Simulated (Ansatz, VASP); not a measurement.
**Os in VASP and in Ansatz**

Contents of POSCAR:

```
Os
1.0
    0.0000000000      1.8638623244      1.8638623244
    1.8638623244      0.0000000000      1.8638623244
    1.8638623244      1.8638623244      0.0000000000
Os
1
Direct
    0.0000000000      0.0000000000      0.0000000000
```

The input INCAR.step1:

```
SYSTEM = Os
PREC = Accurate
ENCUT = 520
ISMEAR = -1
SIGMA = 0.05
LREAL = .FALSE.
LASPH = .TRUE.
NELM = 150
LMAXMIX = 4
LDAU = .TRUE.
LDAUTYPE = 2
LDAUL = 2
LDAUU = 3.5
LDAUJ = 0
NBANDS = 10
GGA = PE
ALGO = Normal
EDIFF = 1E-4
LWAVE = .TRUE.
LCHARG = .FALSE.
```

INCAR.step2

```
SYSTEM = Os
PREC = Accurate
ENCUT = 520
EDIFF = 1E-6
ISMEAR = -1
SIGMA = 0.05
LREAL = .FALSE.
LASPH = .TRUE.
NELM = 150
ALGO = Normal
ISIF = 2
LWAVE = .FALSE.
LCHARG = .FALSE.
LMAXMIX = 4
LDAU = .TRUE.
LDAUTYPE = 2
LDAUL = 2
LDAUU = 3.5
LDAUJ = 0
LDAUPRINT = 1
METAGGA = R2SCAN
LMIXTAU = .TRUE.
NBANDS = 10
ISTART = 1
```

File KPOINTS:

```
Automatic mesh
0
G
  12 12 12
  0 0 0
```

input.yaml

```yaml
crystal:
  lattice:
    - [0.0, 1.8638623244, 1.8638623244]
    - [1.8638623244, 0.0, 1.8638623244]
    - [1.8638623244, 1.8638623244, 0.0]
  atoms:
    - { symbol: Os, position: [0.0, 0.0, 0.0] }
hamiltonian:
  xc: r2scan
  pseudopotentials: { kind: paw }
  hubbard: { sites: [{ species: Os, l: d, u_eff: 3.5 }] }
kpoints:
  mp_grid: { grid: [12, 12, 12] }
scf:
  occupations: { method: fermi_dirac, width: 0.05 }
output:
  forces: true
  stress: true
  eigenvalues: true
```

Change from the starting cell: volume scaled by 0.88.

Alike in both runs: task single point; functional r2SCAN; k mesh 12 × 12 × 12; occupations fermi-dirac, width 0.05 eV; no spin polarisation; Hubbard terms Os d U = 3.5 eV.

|  | VASP | Ansatz |
| --- | --- | --- |
| version | VASP 6.6.1 | Ansatz 0.2.0 |
| potentials or method | VASP PAW PBE potentials, release 64 (Os) | Ansatz PAW |
| plane-wave cutoff (eV) | 520 | 500 |
| valence electrons in the cell | 8 | 16 |

|  | VASP | Ansatz | Ansatz less VASP |
| --- | --- | --- | --- |
| gap on the k mesh at the Fermi level (eV) | none | none | - |
| pressure (GPa) | 28.1 | 38.2 | +10.05 |

The programs project onto different local orbitals, so the same U acts differently. A gap of «none» marks a metal or a gap that the smearing closes. The two sets of potentials don't hold the same shells in valence.

Caveats: U without spin polarisation on a metal has little footing; the U is typed as a test and isn't derived for this compound; the PAW data sets were made with another functional, which shifts forces and pressure a little (VASP); the PAW data sets come from PBE, with cores solved anew for the run's functional, which leaves a small shift of forces and pressure (Ansatz). Spin-orbit coupling is left out, which matters for the levels of Os.
